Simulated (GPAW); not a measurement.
Al2O3 in GPAW: the effect of functional

Al2O3:

```
Al O
1.0
     2.88432    0.00000    0.00000
    -1.44216    2.49790    0.00000
     0.00000    0.00000    9.33675
Al O
2 3
Direct
  0.00000 0.00000 0.85001
  0.00000 0.00000 0.14999
  0.33333 0.66667 0.77768
  0.66667 0.33333 0.00000
  0.33333 0.66667 0.22232
```

Measurements of this composition are mostly on another form, of space group No. 167.

Alike in all runs:

```yaml
Program: GPAW 26.7.0
Task: dielectric tensor
Cutoff: 550 eV
Basis: pw
k_mesh: 9 × 9 × 3
Occupations: fermi-dirac, width 0.001 eV
Spin: no spin polarisation
```

```tsv
functional	potentials or basis	dielectric constant (mean)
GLLB-SC	the program's PAW data sets (release 1.2.1) made for this functional	?
PBE	GPAW PAW data sets (gpaw-data 1.2.1)	2.34
RPBE	the program's PAW data sets (release 1.2.1) made for this functional	2.32
```

Task: What does the run with functional GLLB-SC give?

Result: Dielectric constant 2.05 mean.

Caveats: the long-wavelength limit can be off by a per cent or two; a model potential gives levels but no total energy (some runs); response on these states lacks terms of the Hamiltonian (some runs).
